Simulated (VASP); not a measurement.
**TiO2: single point with PBE**

TiO2:

```
CELL_PARAMETERS angstrom
4.59984 0.00000 0.00000
0.00000 4.59984 0.00000
0.00000 0.00000 2.95921
ATOMIC_POSITIONS crystal
Ti 0.00000 0.00000 0.50000
Ti 0.50000 0.50000 0.00000
O 0.30432 0.30432 0.50000
O 0.19568 0.80432 0.00000
O 0.80432 0.19568 0.00000
O 0.69568 0.69568 0.50000
```

The cell is a database's computed one.

```json
{"Program": "VASP 6.6.1", "Task": "single point", "Functional": "PBE", "Potentials or basis": "VASP PAW PBE potentials, release 64 (Ti_sv, O)", "Cutoff": "520 eV", "k mesh": "6 × 6 × 9", "Occupations": "gaussian, width 0.015 eV", "Spin": "no spin polarisation", "Further INCAR settings": "ALGO = Fast; EDIFF = 1e-06; NBANDS = 33"}
```

* Pressure: 5.0 GPa
* Largest force: 0.021 eV/Å
* Band gap on the k mesh: 1.84 eV, direct

Forces on the atoms (eV/Å):
```
Ti   0.000  0.000  0.000
Ti   0.000  0.000  0.000
O   -0.015 -0.015  0.000
O    0.015 -0.015  0.000
O   -0.015  0.015  0.000
O    0.015  0.015  0.000
```

Stress tensor (GPa, compression positive):
```
5.14 0.00 0.00
0.00 5.14 0.00
0.00 0.00 4.62
```

Levels at points of the mesh, in eV from the valence-band top:
```csv
k point,band 20,band 21,band 22,band 23,band 24,band 25,band 26,band 27,band 28,band 29
"(0.00, 0.00, 0.00)",-1.99,-0.71,-0.46,-0.46,0.00,1.84,2.13,2.37,2.47,2.47
"(0.50, 0.00, 0.00)",-3.06,-1.65,-1.65,-0.74,-0.74,2.50,2.50,3.00,3.00,3.53
"(0.50, 0.50, 0.00)",-2.19,-1.31,-1.31,-1.08,-1.08,1.87,1.87,2.49,2.49,3.80
```

It took 2.2 min on 1 thread of Intel(R) Xeon(R) Platinum 8488C (Sapphire Rapids), with other jobs on the host, peak memory 0.22 GiB.

The gap isn't set beside the measured one, since this odd mesh misses points on the zone boundary.

Caveat: an odd mesh through Γ misses points on the zone boundary, where band edges often lie.
